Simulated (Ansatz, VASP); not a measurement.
Two plane-wave programs on Be

```xyz
3
Lattice="0.0000 2.4550 2.4550 2.4550 0.0000 2.4550 2.4550 2.4550 0.0000" Properties=species:S:1:pos:R:3 pbc="T T T"
Be    1.2275    1.2275    1.2275
Be    3.6825    3.6825    3.6825
Be    2.4550    2.4550    2.4550
```

Alike in both runs: functional PBE; k mesh 16 × 16 × 16; occupations gaussian, width 0.1 eV; no spin polarisation.

Ansatz relaxed the structure, and its values are those at the end. VASP's run is a single point on that final structure, the one shown.

|  | VASP | Ansatz |
| --- | --- | --- |
| version | VASP 6.6.1 | Ansatz 0.2.0 |
| potentials or method | VASP PAW PBE potentials, release 64 (Be) | scalar-relativistic, plane waves, PAW |
| plane-wave cutoff (eV) | 520 | 420 |
| valence electrons in the cell | 6 | 6 |

Ansatz gave:

```
gap on the k mesh at the Fermi level (eV) : none
pressure (GPa)                            : 0.0
```

Problem. What did VASP give for the same quantities?

Solution. gap on the k mesh at the Fermi level (eV): none; pressure (GPa): 0.1.

A gap of «none» marks a metal or a gap that the smearing closes. The functional is the same, so the differences come from potentials, cutoffs and numerics.
